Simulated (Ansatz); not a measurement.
Runs of Ansatz 0.2.0 on BAs. Symmetry: F-43m, No. 216, cubic system. The conventional cell has a = 4.777 Å, b = 4.777 Å, c = 4.777 Å, α = 90.00°, β = 90.00°, γ = 90.00°. As (site symmetry -43m) has 4 B at 2.07 Å as nearest neighbours. B (site symmetry -43m) has 4 As at 2.07 Å as nearest neighbours. 

```tsv
task	level	spin	cell	k mesh	smearing	points for each segment of the path	mesh quality	gap on the mesh (eV)	pressure (GPa)	relaxed volume (Å³/atom)
band structure	PBEsol	off	as given	10 × 10 × 10	fermi-dirac 0.05 eV	14	not flagged	(a)	-0.8	-
band structure	LDA	SOC, no magnetisation	as given	7 × 7 × 7	fermi-dirac 0.05 eV	14	not flagged	1.08	(b)	-
relaxation of cell and atoms	HSE03	off	relaxed	5 × 5 × 5	fermi-dirac 0.05 eV	-	coarse	1.67	0.0	13.63
single point	RPBE	off	as given	10 × 10 × 10	gaussian 0.05 eV	-	not flagged	1.22	5.4	-
relaxation of cell and atoms	BLYP+D4	off	relaxed	10 × 10 × 10	fermi-dirac 0.05 eV	-	not flagged	(c)	0.0	13.51
```

Alike in all rows: potentials or basis Ansatz PAW; cutoff (eV) 420.

Problem. Fill in the values left out.

Solution. (a) 1.09; (b) -3.9; (c) 1.40.

Caveats: some runs use coarse meshes; the PAW data sets come from PBE, with cores solved anew for the run's functional, which leaves a small shift of forces and pressure; the plane-wave basis is chosen anew once the cell has moved, so the energies of steps on either side of that aren't comparable (some runs); odd divisions of the mesh miss points on the zone boundary, where band edges often lie, so the gap on the mesh can be too wide (some runs).

A k mesh can miss the band edges, and rows without SOC leave out spin-orbit coupling on As.
